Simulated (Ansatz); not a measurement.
**Structure relaxation of ZrB3**

These are results of DFT PBE, scalar-relativistic, plane waves, PAW in Ansatz, not measurements. Cutoff 420 eV, Γ-centred k mesh, Gaussian smearing, no spin polarisation in the final step.

The start puts ZrB3 on the sites of a reported Cu3Pd cell (P4/mmm, No. 123), with Zr in place of Pd, B in place of Cu, at a guessed volume.

```
CELL_PARAMETERS angstrom
3.25395 0.00000 0.00000
0.00000 3.25395 0.00000
0.00000 0.00000 3.22050
ATOMIC_POSITIONS crystal
Zr 0.00000 0.00000 0.00000
B 0.00000 0.50000 0.50000
B 0.50000 0.00000 0.50000
B 0.50000 0.50000 0.00000
```

Cell and atoms relax at zero pressure; the relaxation can't lower the symmetry of the start. After a coarse first stage the cell is made exact in the group found at 0.06 Å.

The zero of energy is the elements' standard structures at the same level; no fitted shifts are applied.

Question: Describe the relaxed structure.

Answer: It ends in Pm-3m (No. 221). The result has the Cu3Au (L1_2) structure. Conventional cell: a = 3.430 Å. Around Zr lie 12 B at 2.43 Å; B has 4 Zr at 2.43 Å and 8 B at 2.43 Å.

```cif
data_structure
_symmetry_space_group_name_H-M 'Pm-3m'
_symmetry_Int_Tables_number 221
_cell_length_a 3.4296
_cell_length_b 3.4296
_cell_length_c 3.4296
_cell_angle_alpha 90.000
_cell_angle_beta 90.000
_cell_angle_gamma 90.000
_cell_volume 40.34
loop_
_atom_site_label
_atom_site_type_symbol
_atom_site_symmetry_multiplicity
_atom_site_Wyckoff_symbol
_atom_site_fract_x
_atom_site_fract_y
_atom_site_fract_z
_atom_site_occupancy
Zr1 Zr 1 a 0.00000 0.00000 0.00000 1
B1 B 3 c 0.00000 0.50000 0.50000 1
```

Question: What are its volume, energy, density and gap?

Answer: The volume per atom is 10.09 Å³. The density is 5.09 g/cm³, the energy over the elements is 0.49 eV/atom and the gap on the 14×14×14 mesh is 0 eV (a metal).

The final run used a 14×14×14 mesh on its 4-atom cell and 0.10 eV smearing. The k mesh leaves about 4 meV/atom of noise in metals. A structure relaxed within its symmetry needn't be a true minimum.